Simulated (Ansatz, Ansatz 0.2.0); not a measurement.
# Bulk modulus of Ti₂AlC from relaxed-ion elastic constants with PBEsol and LDA

## Starting point

The reference is the bulk modulus of polycrystalline Ti$_2$AlC, 139.6 GPa, obtained by resonant ultrasound spectroscopy and taken from a printed reference work on mechanical and elastic properties of MAX phase carbides. The value is derived from other elastic moduli and does not come from a measured change of volume. High-pressure compression gives 186 GPa, about a third more. We see two reasons for caution. When $B$ is computed from Young's modulus $E$ and the shear modulus $G$ through $B = EG/[3(3G-E)]$, the denominator is a difference of similar quantities, so small errors in $E$ and $G$ are magnified several times. A compression value in turn depends on the pressure range and on the pressure derivative assumed in the fit. The sample may also have contained carbon vacancies or minor secondary phases.

| compared with | measured | source's wording or label | method |
| --- | --- | --- | --- |
| B (Reuss) (GPa) | 139.6 | polycrystalline bulk modulus | resonant ultrasound spectroscopy |

Conditions are those given with the value in the passage it was taken from; "not stated" means there, and the paper may say more elsewhere. The values are a selection: others may have been left out beforehand as unlike or outlying.

## Choices

We want the bulk modulus of the ideal, ordered, non-magnetic crystal in the Reuss average, which is the response to hydrostatic pressure. The model is the eight-atom hexagonal cell. The starting structure was itself relaxed by theory, so it offers no test of the lattice constants, and we relax cell and atoms again with each functional before straining.

Success means $B$ within 10 % of the ultrasonic value, or about 14 GPa either way. That leaves room for the usual error of a good functional and for the softening between the static lattice and a sample at presumably room temperature, roughly a few per cent. It is also narrow enough to tell the ultrasonic value from the compression value.

We start with PBEsol, which generally gives good equilibrium volumes for densely packed metallic carbides. LDA would be the simpler choice, but it usually binds too strongly and makes such crystals too stiff; we keep it for comparison and for checking the sampling of the Brillouin zone.

Plain PBE isn't shown in this study.

System: Ti2AlC, 211 MAX phase; P6_3/mmc (No. 194), 8 atoms in the primitive cell; the database structure is a structure relaxed by earlier theory (a GGA or r2SCAN, not named), not a measurement: a = 3.057 Å, c = 13.686 Å; structure from the Materials Project.

On the selection of runs and values: Further runs on this system are not shown.

## 1. PBEsol at its own relaxed cell

The elastic tensor is computed with a dense in-plane mesh, because the states at the Fermi level of a metal respond to strain and coarse sampling can distort the small energy or stress differences involved. We expect a modulus somewhat above the ultrasonic value, since the calculation leaves out thermal softening.

**Run 1.** Ansatz 0.2.0: PBEsol, cell and atoms relaxed in a first step at this level from the database structure (its input isn't shown), PAW set soft_2, cutoff 420 eV (default), 21x21x4 k mesh, Methfessel-Paxton smearing 0.25 eV; elastic constants by two-point finite strains with relaxed ions, amplitude 0.01.

Key lines of the input:
```
crystal:
  # lattice and atoms
kpoints:
  mp_grid: { grid: [21, 21, 4] }
hamiltonian:
  xc: pbesol
scf:
  occupations: { method: methfessel_paxton, width: 0.25 }
output:
  forces: true
  stress: true
elastic:
  mode: relaxed_ion
  stencil: two_point
  amplitude: 0.01
```

Command:
```
ansatz run input.yaml --threads 8 --pin off --max-ram 16384MiB --backend cpu --events-out ev --progress --plain --runs-dir out
```

Selected lines of the output:
```
  moduli (Voigt/Reuss/Hill, GPa): K = 145.67/145.19/145.43   G = 120.89/120.62/120.76   E = 283.74   ν = 0.175
```

Converged; 3.1 min on 8 cores of Intel Xeon 6975P-C (Granite Rapids), shared host.

| quantity | run 1 | measured | deviation |
| --- | --- | --- | --- |
| B (Reuss) (GPa) | 145.2 | 139.6 | +5.6 (+4.0 %) |
| conventional cell volume (Å³) | 108.97 |  |  |
| pressure (GPa) | −0.02113 |  |  |
| G (Hill) (GPa) | 120.8 |  |  |
| C11 (GPa) | 320.1 |  |  |
| C12 (GPa) | 66.6 |  |  |
| C33 (GPa) | 284.5 |  |  |

PBEsol gives a Reuss bulk modulus of 145.2 GPa, 4.0 % above the ultrasonic value and inside the 10 % target. It lies about 41 GPa below the compression value, so at this level the calculation clearly sides with the ultrasonic measurement. The choice of average hardly matters: the Voigt and Reuss bounds differ by only about 0.5 GPa, although the crystal is noticeably softer along the $c$ axis ($C_{33}$ = 284.5 GPa) than in the basal plane ($C_{11}$ = 320.1 GPa).

## 2. LDA for scale, with mesh and smearing checks

Two settings could affect the elastic constants of this metal: the mesh, with only four divisions along the reciprocal $c$ axis, and the rather wide smearing. We examine both with LDA, which also serves as the neighbouring level. One run repeats the PBEsol settings, a second uses a 24×24×6 mesh, and a third keeps the original mesh but narrows the smearing to 0.1 eV. The cell is relaxed anew each time, so any change of equilibrium volume is included. These checks apply strictly to LDA, but the two functionals should give similar bands near the Fermi level, and a large shift would be a warning for PBEsol too. We expect LDA to give a smaller cell and a modulus roughly 5 to 10 % higher.

**Run 2.** Ansatz 0.2.0: LDA, cell and atoms relaxed in a first step at this level from the database structure (its input isn't shown), PAW set soft_2, cutoff 420 eV (default), 21x21x4 k mesh, Methfessel-Paxton smearing 0.25 eV; elastic constants by two-point finite strains with relaxed ions, amplitude 0.01.

Key lines of the input, as changed from run 1:
```diff
  hamiltonian:
-   xc: pbesol
+   xc: lda
```

Selected lines of the output:
```
  C = ∂σ_k/∂η_j (tension-positive GPa; Voigt order 11 22 33 23 13 12):
       332.494     70.675     68.583      0.000      0.000     -0.000
        70.675    332.494     68.583      0.000      0.000     -0.000
        68.536     68.536    294.644      0.000      0.000     -0.000
         0.000      0.000      0.000    120.952      0.000      0.000
         0.000      0.000      0.000     -0.000    120.952      0.000
         0.000     -0.000      0.000      0.000      0.000    130.909
  moduli (Voigt/Reuss/Hill, GPa): K = 152.80/152.31/152.56   G = 124.69/124.40/124.54   E = 293.70   ν = 0.179
```

Converged; 6.8 min on 8 cores of Arm Neoverse V1, shared host.

**Run 3.** Ansatz 0.2.0: LDA, cell and atoms relaxed in a first step at this level from the database structure (its input isn't shown), PAW set soft_2, cutoff 420 eV (default), 24x24x6 k mesh, Methfessel-Paxton smearing 0.25 eV; elastic constants by two-point finite strains with relaxed ions, amplitude 0.01.

Key lines of the input, as changed from run 2:
```diff
  kpoints:
-   mp_grid: { grid: [21, 21, 4] }
+   mp_grid: { grid: [24, 24, 6] }
```

Command:
```
ansatz run input.yaml --threads 4 --pin off --max-ram 16384MiB --backend cpu --events-out ev --progress --plain --runs-dir out
```

Selected lines of the output:
```
  C = ∂σ_k/∂η_j (tension-positive GPa; Voigt order 11 22 33 23 13 12):
       332.975     70.376     68.619      0.000      0.000     -0.000
        70.376    332.975     68.619      0.000      0.000     -0.000
        68.577     68.577    295.089      0.000      0.000     -0.000
         0.000      0.000      0.000    120.963      0.000      0.000
  moduli (Voigt/Reuss/Hill, GPa): K = 152.91/152.42/152.67   G = 124.88/124.58/124.73   E = 294.09   ν = 0.179
```

Converged; 23 min on 4 cores of Arm Neoverse V1, shared host.

**Run 4.** Ansatz 0.2.0: LDA, cell and atoms relaxed in a first step at this level from the database structure (its input isn't shown), PAW set soft_2, cutoff 420 eV (default), 21x21x4 k mesh, Methfessel-Paxton smearing 0.1 eV; elastic constants by two-point finite strains with relaxed ions, amplitude 0.01.

Key lines of the input, as changed from run 2:
```diff
  scf:
-   occupations: { method: methfessel_paxton, width: 0.25 }
+   occupations: { method: methfessel_paxton, width: 0.1 }
```

Selected lines of the output:
```
  C = ∂σ_k/∂η_j (tension-positive GPa; Voigt order 11 22 33 23 13 12):
       329.739     71.463     69.428      0.000      0.000     -0.000
  moduli (Voigt/Reuss/Hill, GPa): K = 152.40/151.89/152.14   G = 123.33/123.06/123.20   E = 291.04   ν = 0.181
```

Converged; 2.8 min on 8 cores of Intel Xeon 6975P-C (Granite Rapids), shared host.

| quantity | run 2 | run 3 | run 4 | measured |
| --- | --- | --- | --- | --- |
| B (Reuss) (GPa) | 152.3 | 152.4 | 151.9 | 139.6 |
| conventional cell volume (Å³) | 106.32 | 106.31 | 106.32 |  |
| pressure (GPa) | −0.00065 | −0.00236 | −0.00110 |  |
| G (Hill) (GPa) | 124.5 | 124.7 | 123.2 |  |
| C11 (GPa) | 332.5 | 333.0 | 329.7 |  |
| C12 (GPa) | 70.7 | 70.4 | 71.5 |  |
| C33 (GPa) | 294.6 | 295.1 | 291.5 |  |

At the settings used for PBEsol, LDA gives a cell 2.4 % smaller and a bulk modulus of 152.3 GPa, 7.1 GPa higher. The stiffening is at the lower end of what we expected. LDA lies 9.1 % above the ultrasonic value, a narrow pass, little more than 1 GPa inside the limit.

The denser mesh raises the LDA bulk modulus by only 0.11 GPa, and no elastic constant changes by more than about 0.5 GPa. Narrowing the smearing lowers the bulk modulus by 0.42 GPa. The individual constants respond more strongly: $C_{11}$ and $C_{33}$ each fall by about 3 GPa, while $C_{12}$ and $C_{13}$ rise by a little under 1 GPa, so the changes partly cancel in the response to hydrostatic pressure. The narrower smearing on the denser mesh is not shown in this report, so part of its effect may come from sampling. For LDA, both shifts in the bulk modulus are small beside the difference between the functionals. They give no sign of a sampling problem that would threaten the PBEsol result, whose distance from the 10 % limit is more than 8 GPa.

## Table of results

| run | settings | B (Reuss) (GPa) | deviation | cost |
| --- | --- | --- | --- | --- |
| 1 | PBEsol, 21x21x4 k mesh, Methfessel-Paxton smearing 0.25 eV | 145.2 | +5.6 (+4.0 %) | 25 core-min |
| 2 | LDA, 21x21x4 k mesh, Methfessel-Paxton smearing 0.25 eV | 152.3 | +12.7 (+9.1 %) | 54 core-min |
| 3 | LDA, 24x24x6 k mesh, Methfessel-Paxton smearing 0.25 eV | 152.4 | +12.8 (+9.2 %) | 1.5 core-h |
| 4 | LDA, 21x21x4 k mesh, Methfessel-Paxton smearing 0.1 eV | 151.9 | +12.3 (+8.8 %) | 22 core-min |
|  | measured | 139.6 |  |  |

Further runs on the same system, made beside this series (convergence steps with loose settings among them):

| further | settings | B (Reuss) (GPa) | deviation | cost | status |
| --- | --- | --- | --- | --- | --- |
| F1 | r2SCAN, cutoff 500 eV (default), 15x15x4 k mesh, Methfessel-Paxton smearing 0.25 eV, amplitude 0.01 | 146.6 | +7.0 (+5.0 %) | 53 core-min |  |
| F2 | BLYP, cutoff 420 eV (default), 15x15x4 k mesh, Methfessel-Paxton smearing 0.25 eV, amplitude 0.01 | 123.2 | −16.4 (−11.8 %) | 15 core-min |  |
| F3 | LDA, atoms relaxed in a first step at this level (its input isn't shown) in the database cell, cutoff 420 eV (default), 21x21x4 k mesh, Methfessel-Paxton smearing 0.25 eV, amplitude 0.01 | 126.9 | −12.7 (−9.1 %) | 21 core-min | warnings: another step: stress_scf_threshold_loose |
| F4 | LDA, cell and atoms relaxed in a first step at this level from the database structure (its input isn't shown), cutoff 550 eV, 15x15x4 k mesh, Methfessel-Paxton smearing 0.25 eV, amplitude 0.01 | 152.6 | +13.0 (+9.3 %) | 18 core-min |  |
| F5 | LDA, cutoff 420 eV (default), 15x15x4 k mesh, Methfessel-Paxton smearing 0.25 eV, amplitude 0.01 | 152.6 | +13.0 (+9.3 %) | 31 core-min |  |
| F6 | LDA, cutoff 420 eV (default), 21x21x4 k mesh, Methfessel-Paxton smearing 0.25 eV, strain amplitude 0.005 | 152.3 | +12.7 (+9.1 %) | 20 core-min |  |
| F7 | LDA, cell and atoms relaxed in a first step at this level from the database structure (its input isn't shown), cutoff 420 eV (default), 9x9x2 k mesh, Methfessel-Paxton smearing 0.25 eV, amplitude 0.01 | 151.8 | +12.2 (+8.8 %) | 8.2 core-min |  |
|  | measured | 139.6 |  |  |  |

## Judgement

PBEsol meets the target: its Reuss bulk modulus of 145.2 GPa lies 4.0 % above the ultrasonic value, at a cost of 25 core-minutes. r2SCAN comes out close by, at 5.0 % above. LDA at its relaxed cell passes only narrowly, and BLYP is too soft, missing by 11.8 %.

Relaxing the cell with the functional in use mattered about as much as the choice of functional. In the larger database cell LDA gives 126.9 GPa, about 25 GPa less than at its own equilibrium. That this also falls within 10 % of the measurement is chance, since the crystal is then under tension. The numerical checks changed little: mesh, smearing, cutoff and strain amplitude each move the LDA bulk modulus by less than 1 GPa. The densest mesh was the most expensive run and only confirmed this. The checks shown are all for LDA, so they support the PBEsol result only indirectly.

The remaining excess of PBEsol has the sign expected of a static lattice compared with a warm sample, and thermal softening of a few per cent could account for much of it. Carbon vacancies might lower the measured modulus further. A calculation of either effect is not shown in this report, nor is a comparison of the equilibrium volume with experiment, so a compensating error in the functional cannot be excluded.

The reference itself remains the larger uncertainty. The ultrasonic bulk modulus is derived from other moduli, which magnifies their errors, while compression gives 186 GPa. All the functionals shown fall well below that figure, and thermal softening would widen the gap. The calculations therefore favour the ultrasonic value, but they do not explain why the compression experiment differs; the pressure range and the assumed pressure derivative are possible reasons.

[Logs are printed without paths, hosts, clocks, repeated set-up lines and the standing remarks that a program may print on its own settings, such as how far it seeks lower states.]

[The runs shown are a pick from a larger set of finished runs; failed, doubtful and other runs were left out of it ahead of writing. So were measured values far from every level or from commonly accepted values, and agreement can look better than it is. Lines of input and output are excerpts and may be shortened.]
